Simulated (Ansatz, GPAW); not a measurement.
## hexatriene-1,6-dithiol between two Pt chains: relaxation, then transmission at several levels

Wanted: T(E) of hexatriene-1,6-dithiol between two Pt chains at a relaxed geometry in two programs, beside the unrelaxed structure.

Calculated with GPAW 26.7.0 and Ansatz 0.2.0; Ansatz plane waves; relaxation of the junction with the lead ends held; PAW set soft_1, in the first sound run; inputs show where later runs differ.

## Step 1: Set-up

The cell holds 30 atoms: 16 Pt, 2 S, 6 C and 6 H. Cell: a = 12.161 Å, b = 9.000 Å, c = 46.496 Å, α = 90.0°, β = 90.0°, γ = 90.0°. Regions: left lead, 8 atoms (8 Pt); channel, 14 atoms (2 S, 6 C and 6 H); right lead, 8 atoms (8 Pt). Vacuum lies along a and b. The structure is stacked along c, and the current runs across the ab planes.

## Step 2: Relaxing the atoms

Transmission follows bond lengths closely, so the atoms between the held lead ends are relaxed first, from a slightly shaken start that lets symmetry break.

Input file input.yaml:

```yaml
crystal:
  lattice:
    - [12.1605947539, 0.0, 0.0]
    - [0.0, 9.0, 0.0]
    - [0.0, 0.0, 46.4959728122]
  atoms:
    - { symbol: Pt, position: [0.5, 0.5, 0.0258086868] }
    - { symbol: Pt, position: [0.5, 0.5, 0.0774260604] }
    - { symbol: Pt, position: [0.5, 0.5, 0.129043434] }
    - { symbol: Pt, position: [0.5, 0.5, 0.1806608076] }
    - { symbol: Pt, position: [0.5, 0.5, 0.2322781812] }
    - { symbol: Pt, position: [0.5, 0.5, 0.2838955549] }
    - { symbol: Pt, position: [0.5038846155, 0.5024776113, 0.3348871395] }
    - { symbol: Pt, position: [0.4994769883, 0.4990442336, 0.3886545753] }
    - { symbol: S, position: [0.3288217662, 0.5045834419, 0.4117913987] }
    - { symbol: C, position: [0.3460656276, 0.4999877666, 0.4490239304] }
    - { symbol: H, position: [0.5183096974, 0.500363586, 0.4503218198] }
    - { symbol: H, position: [0.2681198467, 0.5041055618, 0.4620944193] }
    - { symbol: C, position: [0.4408222086, 0.4993736021, 0.4624834141] }
    - { symbol: C, position: [0.4471720477, 0.5010245632, 0.4929007283] }
    - { symbol: H, position: [0.6225969882, 0.4947359125, 0.4941960167] }
    - { symbol: H, position: [0.3766315427, 0.4982354769, 0.5050720294] }
    - { symbol: C, position: [0.5473519588, 0.4994930051, 0.5060133121] }
    - { symbol: C, position: [0.5576428878, 0.4964120925, 0.5377002058] }
    - { symbol: H, position: [0.7370472284, 0.5005483808, 0.5403570377] }
    - { symbol: H, position: [0.4811926215, 0.4962093271, 0.5499151433] }
    - { symbol: C, position: [0.6566659361, 0.5012436597, 0.5514789739] }
    - { symbol: S, position: [0.6680718841, 0.5029480908, 0.5882305723] }
    - { symbol: Pt, position: [0.5017271172, 0.5014954649, 0.6130321081] }
    - { symbol: Pt, position: [0.5005454552, 0.4975907904, 0.6648361516] }
    - { symbol: Pt, position: [0.5, 0.5, 0.7161044451] }
    - { symbol: Pt, position: [0.5, 0.5, 0.7677218188] }
    - { symbol: Pt, position: [0.5, 0.5, 0.8193391924] }
    - { symbol: Pt, position: [0.5, 0.5, 0.870956566] }
    - { symbol: Pt, position: [0.5, 0.5, 0.9225739396] }
    - { symbol: Pt, position: [0.5, 0.5, 0.9741913132] }
kpoints:
  mp_grid: { grid: [1, 1, 2] }
hamiltonian:
  xc: pbe
  pseudopotentials: { kind: paw, azcp: { folder: soft_1 } }
scf:
  occupations: { method: fermi_dirac, width: 0.1 }
relax:
  f_tol: 0.03
  max_steps: 80
  constraints: [{ sites: [0, 1, 2, 3, 4, 5, 24, 25, 26, 27, 28, 29] }]
```

Started as:

```bash
ansatz run input.yaml --threads 4 --pin off --max-ram 8192MiB --backend cpu --events-out ev --progress --plain --runs-dir out
```

Numbers of over 12 decimals in the logs are rounded to 6 here.

What it wrote:

```text
Engine: ansatz 0.2.0, aarch64-unknown-linux-gnu
Pseudopotentials: kind: paw
Pseudopotential: Pt, paw, valence charge 18, recommended cutoff 420 eV (normal), soft_1/Pt.paw.azcp
Pseudopotential: S, paw, valence charge 6, recommended cutoff 420 eV (normal), soft_1/S.paw.azcp
Pseudopotential: C, paw, valence charge 4, recommended cutoff 420 eV (normal), soft_1/C.paw.azcp
Pseudopotential: H, paw, valence charge 1, recommended cutoff 420 eV (normal), soft_1/H.paw.azcp
Functional definition: PBE
  parameter kappa = 0.804
  parameter beta = 0.066725
  exchange = pbe_x(kappa = kappa, mu = beta*pi^2/3)
  correlation = pbe_c(beta = beta)
Crystal: 30 atoms, lattice volume = 5088.768 Å³
Basis set: ecut = 420 eV, 99493 PW (Γ), exchange–correlation on 180×128×640 points (8 copies of the dense FFT grid, shifted against one another)
Bands: 198, of which v1, the nominal top of the filled ones, is band 165 counted from 1 (164 counted from 0)
Symmetry: 1 space group operations
Space group: P1 (ITA 1), of the structure as read, at distance tolerance 1.7e-4 Å
k-points: 2
Non-local potential: Pt, projectors of the file, l = 0: 3, l = 1: 2, l = 2: 2, l = 3: 1
Non-local potential: S, projectors of the file, l = 0: 2, l = 1: 2, l = 2: 1
Non-local potential: C, projectors of the file, l = 0: 2, l = 1: 2, l = 2: 1
Non-local potential: H, projectors of the file, l = 0: 2, l = 1: 1
PAW form: soft (Blöchl's): semilocal exchange-correlation on the pseudo side does not see the compensation charge
PAW one-centre angular grid: Pt, 590 points (default); XC on 64 Gauss nodes
PAW one-centre angular grid: S, 110 points (default); XC on 64 Gauss nodes
PAW one-centre angular grid: C, 110 points (default); XC on 64 Gauss nodes
PAW one-centre angular grid: H, 110 points (default); XC on 64 Gauss nodes
Initial density: superposition of atomic densities (neutral atoms: chi_scale 0, normalization atom)
Initial wavefunctions: pseudopotential atomic-orbital guess
Functional: x = pbe(κ = 0.804, μ = 0.219515), c = pbe(β = 0.066725)
SCF iter   1: F=—  HF=-203773.204465 eV  |F-HF|=—  |Δ(HF+E_count)|=         —  Δρ=3.04e-2  dr2=8.28e1  ethr=3.10e-3  ⟨swp⟩=7.5  Hψ=1857  notcnv=0  defer=5
preconditioner: auto → LDOS  [metal: Δε(μ)=0.030 eV  Ē_g=5.350 eV  σ=0.100 eV  W_gap=0.08  n_scr=446 (ndim 8)  ℏωp=7.3 eV  f_vac=0.798  D(μ)=29.63/eV (n_scr^D=98)  β→1.0]
SCF iter   2: F=—  HF=-203761.697749 eV  |F-HF|=—  |Δ(HF+E_count)|=    1.15e1  Δρ=1.79e-2  dr2=1.70e1  ethr=3.10e-3  ⟨swp⟩=6.0  Hψ=1712  notcnv=0  defer=11
SCF iter   3: F=—  HF=-203758.413350 eV  |F-HF|=—  |Δ(HF+E_count)|=    3.28e0  Δρ=5.36e-3  dr2=3.43e0  ethr=3.10e-3  ⟨swp⟩=4.0  Hψ=925  notcnv=0  defer=24
SCF iter   4: F=—  HF=-203758.228603 eV  |F-HF|=—  |Δ(HF+E_count)|=   1.85e-1  Δρ=1.91e-3  dr2=3.48e-1  ethr=1.04e-3  ⟨swp⟩=3.0  Hψ=624  notcnv=0  defer=24
SCF iter   5: F=—  HF=-203758.207581 eV  |F-HF|=—  |Δ(HF+E_count)|=   2.10e-2  Δρ=8.56e-4  dr2=1.02e-1  ethr=1.06e-4  ⟨swp⟩=3.0  Hψ=764  notcnv=0  defer=23
SCF iter   6: F=—  HF=-203758.201973 eV  |F-HF|=—  |Δ(HF+E_count)|=   5.61e-3  Δρ=3.80e-4  dr2=2.67e-2  ethr=3.09e-5  ⟨swp⟩=2.0  Hψ=521  notcnv=0  defer=23
SCF iter   7: F=—  HF=-203758.203165 eV  |F-HF|=—  |Δ(HF+E_count)|=   1.19e-3  Δρ=2.10e-4  dr2=4.63e-3  ethr=8.09e-6  ⟨swp⟩=2.0  Hψ=500  notcnv=0  defer=23
SCF iter   8: F=—  HF=-203758.204473 eV  |F-HF|=—  |Δ(HF+E_count)|=   1.31e-3  Δρ=8.33e-5  dr2=8.71e-4  ethr=1.40e-6  ⟨swp⟩=2.0  Hψ=590  notcnv=0  defer=23
SCF iter   9: F=—  HF=-203758.204520 eV  |F-HF|=—  |Δ(HF+E_count)|=   4.68e-5  Δρ=4.57e-5  dr2=2.17e-4  ethr=2.64e-7  ⟨swp⟩=2.5  Hψ=554  notcnv=0  defer=23
SCF iter  10: F=—  HF=-203758.204592 eV  |F-HF|=—  |Δ(HF+E_count)|=   7.22e-5  Δρ=1.47e-5  dr2=2.80e-5  ethr=6.57e-8  ⟨swp⟩=2.0  Hψ=562  notcnv=0  defer=23
SCF iter  11: F=-203758.204600 eV  HF=-203758.204599 eV  |F-HF|=1.34e-6  |Δ(HF+E_count)|=   7.33e-6  Δρ=7.51e-6  dr2=6.14e-6  ethr=6.82e-9  ⟨swp⟩=4.0  Hψ=1227  notcnv=0
SCF 1 converged in 11 iterations: F = -203758.204600 eV  dr2 = 6.14e-6
  greatest PAW one-centre occupation: 1.000 electrons in one spin orbital (limit 2), on the Pt atom at site 23 (counted from 0), in its partial waves of l = 0
relax step   1: F+E_penalty+E_count = -203758.20460046 eV  Δ(F+E_penalty+E_count) = +0.000e0 eV  max|allowed force component| = 3.601e0 eV/Å  Δτ_max = 0.0000 Å  (11 SCF iters, dr2 threshold 2.25e-5 eV, accepted)
Initial density: handed on by an earlier stage of this run
Initial wavefunctions: those handed on with the density
iter 1 solved again at ethr=1.04e-3 eV; its pass at ethr=3.10e-3 eV (dr2=3.42e0 eV) is discarded
SCF iter   1: F=—  HF=-203759.134639 eV  |F-HF|=—  |Δ(HF+E_count)|=         —  Δρ=5.65e-3  dr2=3.39e0  ethr=1.04e-3  ⟨swp⟩=1.0  Hψ=1654  notcnv=0  defer=20
preconditioner: auto → LDOS  [metal: Δε(μ)=0.071 eV  Ē_g=5.712 eV  σ=0.100 eV  W_gap=0.18  n_scr=446 (ndim 8)  ℏωp=7.4 eV  f_vac=0.810  D(μ)=30.50/eV (n_scr^D=100)  β→1.0]
SCF iter   2: F=—  HF=-203759.007511 eV  |F-HF|=—  |Δ(HF+E_count)|=   1.27e-1  Δρ=1.96e-3  dr2=3.22e-1  ethr=1.03e-3  ⟨swp⟩=2.0  Hψ=614  notcnv=0  defer=20
SCF iter   3: F=—  HF=-203758.962928 eV  |F-HF|=—  |Δ(HF+E_count)|=   4.46e-2  Δρ=8.52e-4  dr2=7.46e-2  ethr=9.74e-5  ⟨swp⟩=2.0  Hψ=770  notcnv=0  defer=24
SCF iter   4: F=—  HF=-203758.950495 eV  |F-HF|=—  |Δ(HF+E_count)|=   1.24e-2  Δρ=2.22e-4  dr2=5.26e-3  ethr=2.26e-5  ⟨swp⟩=2.0  Hψ=639  notcnv=0  defer=24
SCF iter   5: F=—  HF=-203758.950296 eV  |F-HF|=—  |Δ(HF+E_count)|=   1.99e-4  Δρ=1.03e-4  dr2=1.57e-3  ethr=1.60e-6  ⟨swp⟩=2.0  Hψ=567  notcnv=0  defer=24
SCF iter   6: F=—  HF=-203758.950356 eV  |F-HF|=—  |Δ(HF+E_count)|=   6.05e-5  Δρ=5.37e-5  dr2=3.68e-4  ethr=4.75e-7  ⟨swp⟩=2.0  Hψ=456  notcnv=0  defer=24
SCF iter   7: F=-203758.950371 eV  HF=-203758.950388 eV  |F-HF|=1.71e-5  |Δ(HF+E_count)|=   3.16e-5  Δρ=2.05e-5  dr2=5.09e-5  ethr=3.03e-8  ⟨swp⟩=3.5  Hψ=1464  notcnv=0
SCF 2 converged in 7 iterations: F = -203758.950371 eV  dr2 = 5.09e-5
  greatest PAW one-centre occupation: 1.000 electrons in one spin orbital (limit 2), on the Pt atom at site 6 (counted from 0), in its partial waves of l = 0
relax step   2: F+E_penalty+E_count = -203758.95037055 eV  Δ(F+E_penalty+E_count) = -7.458e-1 eV  max|allowed force component| = 1.952e0 eV/Å  Δτ_max = 0.1935 Å  (7 SCF iters, dr2 threshold 1.00e-4 eV, accepted)
iter 1 solved again at ethr=1.67e-4 eV; its pass at ethr=3.10e-3 eV (dr2=5.50e-1 eV) is discarded
SCF iter   1: F=—  HF=-203759.275793 eV  |F-HF|=—  |Δ(HF+E_count)|=         —  Δρ=3.39e-3  dr2=4.97e-1  ethr=1.67e-4  ⟨swp⟩=2.0  Hψ=1283  notcnv=0  defer=24
[...]
relax step   5: F+E_penalty+E_count = -203759.53003257 eV  Δ(F+E_penalty+E_count) = -1.518e-1 eV  max|allowed force component| = 3.695e-1 eV/Å  Δτ_max = 0.1966 Å  (7 SCF iters, dr2 threshold 6.70e-5 eV, accepted)
relax step   6: F+E_penalty+E_count = -203759.68697329 eV  Δ(F+E_penalty+E_count) = -1.569e-1 eV  max|allowed force component| = 3.196e-1 eV/Å  Δτ_max = 0.2000 Å  (8 SCF iters, dr2 threshold 3.13e-5 eV, accepted)
relax step   7: F+E_penalty+E_count = -203759.82083019 eV  Δ(F+E_penalty+E_count) = -1.339e-1 eV  max|allowed force component| = 2.017e-1 eV/Å  Δτ_max = 0.1988 Å  (8 SCF iters, dr2 threshold 4.78e-5 eV, accepted)
relax step   8: F+E_penalty+E_count = -203759.92325141 eV  Δ(F+E_penalty+E_count) = -1.024e-1 eV  max|allowed force component| = 1.489e-1 eV/Å  Δτ_max = 0.2000 Å  (9 SCF iters, dr2 threshold 1.62e-5 eV, accepted)
relax step   9: F+E_penalty+E_count = -203759.99181552 eV  Δ(F+E_penalty+E_count) = -6.856e-2 eV  max|allowed force component| = 7.644e-2 eV/Å  Δτ_max = 0.2000 Å  (9 SCF iters, dr2 threshold 8.83e-6 eV, accepted)
relax step  10: F+E_penalty+E_count = -203760.01776373 eV  Δ(F+E_penalty+E_count) = -2.595e-2 eV  max|allowed force component| = 1.108e-1 eV/Å  Δτ_max = 0.2000 Å  (10 SCF iters, dr2 threshold 1.54e-6 eV, accepted)
relax step  11: F+E_penalty+E_count = -203760.02651363 eV  Δ(F+E_penalty+E_count) = -8.750e-3 eV  max|allowed force component| = 2.991e-2 eV/Å  Δτ_max = 0.0626 Å  (8 SCF iters, dr2 threshold 3.24e-6 eV, accepted)
relax step  12: F+E_penalty+E_count = -203760.02651410 eV  Δ(F+E_penalty+E_count) = -4.639e-7 eV  max|allowed force component| = 2.996e-2 eV/Å  Δτ_max = 0.0000 Å  (4 SCF iters, accepted)
relax step  13: F+E_penalty+E_count = -203760.02677208 eV  Δ(F+E_penalty+E_count) = -2.580e-4 eV  max|allowed force component| = 3.829e-2 eV/Å  Δτ_max = 0.0423 Å  (9 SCF iters, accepted)
relax step  14: F+E_penalty+E_count = -203760.02701050 eV  Δ(F+E_penalty+E_count) = -2.384e-4 eV  max|allowed force component| = 1.116e-2 eV/Å  Δτ_max = 0.0139 Å  (6 SCF iters, dr2 threshold 1.47e-6 eV, accepted)
iter 1 solved again at ethr=3.12e-10 eV; its pass at ethr=3.10e-3 eV (dr2=1.03e-6 eV) is discarded
SCF iter   1: F=—  HF=-203760.027009 eV  |F-HF|=—  |Δ(HF+E_count)|=         —  Δρ=3.02e-6  dr2=1.03e-6  ethr=3.12e-10  ⟨swp⟩=1.5  Hψ=929  notcnv=0  defer=20
preconditioner: auto → LDOS  [metal: Δε(μ)=0.142 eV  Ē_g=5.746 eV  σ=0.100 eV  W_gap=0.34  n_scr=446 (ndim 8)  ℏωp=7.4 eV  f_vac=0.810  D(μ)=30.42/eV (n_scr^D=100)  β→1.0]
SCF iter   2: F=—  HF=-203760.027011 eV  |F-HF|=—  |Δ(HF+E_count)|=   1.94e-6  Δρ=2.32e-6  dr2=5.93e-7  ethr=3.12e-10  ⟨swp⟩=2.0  Hψ=631  notcnv=0  defer=20
SCF iter   3: F=—  HF=-203760.027011 eV  |F-HF|=—  |Δ(HF+E_count)|=   2.45e-8  Δρ=1.48e-6  dr2=2.62e-7  ethr=1.80e-10  ⟨swp⟩=2.0  Hψ=651  notcnv=0  defer=20
SCF iter   4: F=-203760.027011 eV  HF=-203760.027011 eV  |F-HF|=2.74e-8  |Δ(HF+E_count)|=   7.65e-8  Δρ=8.36e-7  dr2=6.95e-8  ethr=3.03e-11  ⟨swp⟩=3.0  Hψ=1205  notcnv=0
SCF 15 converged in 4 iterations: F = -203760.027011 eV  dr2 = 6.95e-8
relax step  15: F+E_penalty+E_count = -203760.02701127 eV  Δ(F+E_penalty+E_count) = -7.679e-7 eV  max|allowed force component| = 1.095e-2 eV/Å  Δτ_max = 0.0000 Å  (4 SCF iters, accepted)
SCF converged after 4 iterations
Free energy (F): -203760.027011 eV
Harris-Foulkes:  -203760.027011 eV  (|F-HF|=2.74e-8)
Internal energy: -203758.995356 eV  (E = F + TS)
E sigma→0 (E₀):  -203759.511184 eV
Entropy (-TS):   -1.031655 eV (-34.389 meV/atom)
Fermi energy:    -4.111556 eV
--- Per-component energies (eV) ---
  E_band       = -10049.568625
  E_kinetic    = 10348.026983
  E_local      = -115216.964689  (includes V_loc(G=0)·N_el)
  E_nonlocal   = 3497.550033
  E_hartree    = 50682.263227
  E_xc         = -4178.641487
  E_vxc        = -4847.859430  (∫ρ·V_xc dr)
  E_paw        = -153582.182482  (= ΣΔE_a)
  E_vpaw       = -5194.857073  (= ΣTr[D̂ρ^β])
  E_aug_tail   = 0.011458  (compensation charges beyond the density's cutoff)
  E_ewald      = 4690.941600
  E_smearing   = -1.031655  (= −TS)
  E_closure    = 0.000000  (closes the sum)
  Σ components = -203760.027011   (vs F -203760.027011, Δ=0.00e0)
--- Forces (eV/Å), atoms counted from 1 ---
  atom   1  Pt     0.03822851    -0.00262524    -0.00841925
  atom   2  Pt     0.09686244    -0.00375465    -0.01247180
  atom   3  Pt    -0.02558779     0.00140598     0.00770060
  atom   4  Pt    -0.06788036     0.00447007     0.06795981
  atom   5  Pt    -0.20667214     0.01156910    -0.04174209
  atom   6  Pt     0.24747066    -0.01265802    -0.35515961
  atom   7  Pt     0.00741245    -0.00334102    -0.00475154
  atom   8  Pt     0.00708704    -0.00060823    -0.01095403
  atom   9  S      0.00327739     0.00100410     0.01019058
  atom  10  C     -0.00450007    -0.00312411    -0.00692833
  atom  11  H     -0.00036123     0.00067837     0.00334215
  atom  12  H      0.00459431     0.00161666     0.00035364
  atom  13  C     -0.00580233     0.00007786    -0.00288321
  atom  14  C      0.00036207     0.00340409     0.00001127
  atom  15  H     -0.00047814    -0.00049335    -0.00064113
  atom  16  H      0.00032767     0.00045621     0.00098173
  atom  17  C      0.00023460    -0.00197888    -0.00026883
  atom  18  C      0.00614617    -0.00167166     0.00280058
  atom  19  H     -0.00413170    -0.00214257    -0.00062576
  atom  20  H     -0.00003202    -0.00008195    -0.00289285
  atom  21  C      0.00246229     0.00467550     0.00625660
  atom  22  S     -0.00393537    -0.00146191    -0.00952204
  atom  23  Pt    -0.00585869     0.00082865     0.00781135
  atom  24  Pt    -0.00615754     0.00134714     0.00401014
  atom  25  Pt    -0.24829439     0.00646951     0.35733423
  atom  26  Pt     0.20722671    -0.00661131     0.04374259
  atom  27  Pt     0.06767616    -0.00118469    -0.06810315
  atom  28  Pt     0.02538169    -0.00137062    -0.00802925
  atom  29  Pt    -0.09685475     0.00418368     0.01227642
  atom  30  Pt    -0.03818592     0.00080874     0.00861397
  max |Σ_I F_I| component: 1.13e-4 eV/Å
--- Relaxed structure (15 steps of the walk, 15 accepted, 0 SCFs on fresh bases) ---
  F+E_penalty+E_count = -203760.02701127 eV   max|allowed force component| = 1.095e-2 eV/Å
  atoms:
    - { symbol: Pt, position: [0.5, 0.500000, 0.025809] }
    - { symbol: Pt, position: [0.5, 0.500000, 0.077426] }
    - { symbol: Pt, position: [0.5, 0.500000, 0.129043] }
    - { symbol: Pt, position: [0.5, 0.500000, 0.180661] }
    - { symbol: Pt, position: [0.5, 0.500000, 0.232278] }
    - { symbol: Pt, position: [0.5, 0.500000, 0.283896] }
    - { symbol: Pt, position: [0.383920, 0.509204, 0.324969] }
    - { symbol: Pt, position: [0.427496, 0.504860, 0.375878] }
    - { symbol: S, position: [0.313377, 0.507552, 0.411504] }
    - { symbol: C, position: [0.349782, 0.505767, 0.446599] }
    - { symbol: H, position: [0.526935, 0.501925, 0.449393] }
    - { symbol: H, position: [0.275000, 0.507035, 0.459818] }
    - { symbol: C, position: [0.449967, 0.503164, 0.461549] }
    - { symbol: C, position: [0.452754, 0.502305, 0.491574] }
    - { symbol: H, position: [0.627632, 0.499107, 0.497198] }
    - { symbol: H, position: [0.373750, 0.503476, 0.502879] }
    - { symbol: C, position: [0.548620, 0.500224, 0.508500] }
    - { symbol: C, position: [0.551366, 0.499495, 0.538526] }
    - { symbol: H, position: [0.726347, 0.496375, 0.540299] }
    - { symbol: H, position: [0.474369, 0.500583, 0.550669] }
    - { symbol: C, position: [0.651510, 0.497338, 0.553497] }
    - { symbol: S, position: [0.687736, 0.495928, 0.588605] }
    - { symbol: Pt, position: [0.573356, 0.497688, 0.624178] }
    - { symbol: Pt, position: [0.616604, 0.495973, 0.675107] }
    - { symbol: Pt, position: [0.5, 0.500000, 0.716104] }
    - { symbol: Pt, position: [0.5, 0.500000, 0.767722] }
    - { symbol: Pt, position: [0.5, 0.500000, 0.819339] }
    - { symbol: Pt, position: [0.5, 0.500000, 0.870957] }
    - { symbol: Pt, position: [0.5, 0.500000, 0.922574] }
    - { symbol: Pt, position: [0.5, 0.500000, 0.974191] }
```

The job ended after 9.8 min (4 threads of Arm Neoverse V1, shared host; peak memory 5.7 GiB).

Relaxation path:

| step | energy less that of the first step (eV) | largest force component (eV/Å) |
| --- | --- | --- |
| 1 | 0.0000 | 3.6013 |
| 2 | -0.7458 | 1.9519 |
| 3 | -0.9791 | 1.1269 |
| 4 | -1.1736 | 0.5400 |
| 5 | -1.3254 | 0.3695 |
| 6 | -1.4824 | 0.3196 |
| 7 | -1.6162 | 0.2017 |
| 8 | -1.7187 | 0.1489 |
| 9 | -1.7872 | 0.0764 |
| 10 | -1.8132 | 0.1108 |
| 11 | -1.8219 | 0.0299 |
| 12 | -1.8219 | 0.0300 |
| 13 | -1.8222 | 0.0383 |
| 14 | -1.8224 | 0.0112 |
| 15 | -1.8224 | 0.0110 |

The atoms that moved most (Å):

| atom | dx | dy | dz | length |
| --- | --- | --- | --- | --- |
| Pt7 | -1.459 | 0.061 | -0.461 | 1.531 |
| Pt24 | 1.411 | -0.015 | 0.478 | 1.490 |
| Pt8 | -0.875 | 0.052 | -0.594 | 1.059 |
| Pt23 | 0.871 | -0.034 | 0.518 | 1.014 |
| S22 | 0.239 | -0.063 | 0.017 | 0.248 |
| S9 | -0.188 | 0.027 | -0.013 | 0.190 |
| H15 | 0.061 | 0.039 | 0.140 | 0.157 |
| H12 | 0.084 | 0.026 | -0.106 | 0.137 |

Numbers from this step:

```
free energy         : -203760.0270 eV
smearing term TS    : 1.032 eV
symmetry operations : 1
```

The relaxation lowered the energy of the cell by 1.82 eV.

(Continued in part 2 of 5.)

[Logs are printed without paths, hosts, clocks, repeated set-up lines and the standing remarks that a program may print on its own settings, such as how far it seeks lower states.]

[Hosts, paths, dates, database ids (printed as entryN), source tags and the programs' standing remarks are cut or masked in the printed files.]
